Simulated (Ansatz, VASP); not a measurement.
## Sr, level by level in two programs

```
CELL_PARAMETERS angstrom
0.00000 3.00123 3.00123
3.00123 0.00000 3.00123
3.00123 3.00123 0.00000
ATOMIC_POSITIONS crystal
Sr 0.00000 0.00000 0.00000
```

Change from the starting cell: volume scaled by 0.96.

Single points on this cell with VASP 6.6.1 and Ansatz 0.2.0. Each row is one pair of runs. Alike in all rows: spin: off; k mesh: 8 × 8 × 8; smearing: fermi-dirac, width 0.05 eV; VASP's potentials, cutoff: VASP PAW PBE potentials, release 64 (Sr_sv), 520 eV.

| level | Ansatz's potentials, cutoff | gap on the k mesh at the Fermi level (eV), VASP | gap on the k mesh at the Fermi level (eV), Ansatz | pressure (GPa), VASP | pressure (GPa), Ansatz |
| --- | --- | --- | --- | --- | --- |
| PBE | Ansatz PAW, 420 eV | none | none | 0.1 | 0.1 |
| PBE | Ansatz PAW earlier set, 400 eV | none | none | 0.1 | 0.1 |
| PBE | JTH PAW, 690 eV | none | none | 0.1 | 0.1 |
| PBE | SPMS NC, 354 eV | none | none | 0.1 | 0.1 |
| PBE | PseudoDojo standard (PBE files), 925 eV | none | none | 0.1 | 0.1 |
| PBE | PseudoDojo stringent (PBE files), 871 eV | none | none | 0.1 | 0.1 |
| PBEsol | Ansatz PAW, 420 eV | none | none | -0.5 | -0.5 |

Pressure (GPa): the two programs differ by at most 0.03.

A gap of «none» marks a metal or a gap that the smearing closes.

Caveats: the PAW data sets were made with another functional, which shifts forces and pressure a little (VASP); the PAW data sets come from PBE, with cores solved anew for the run's functional, which leaves a small shift of forces and pressure (Ansatz).
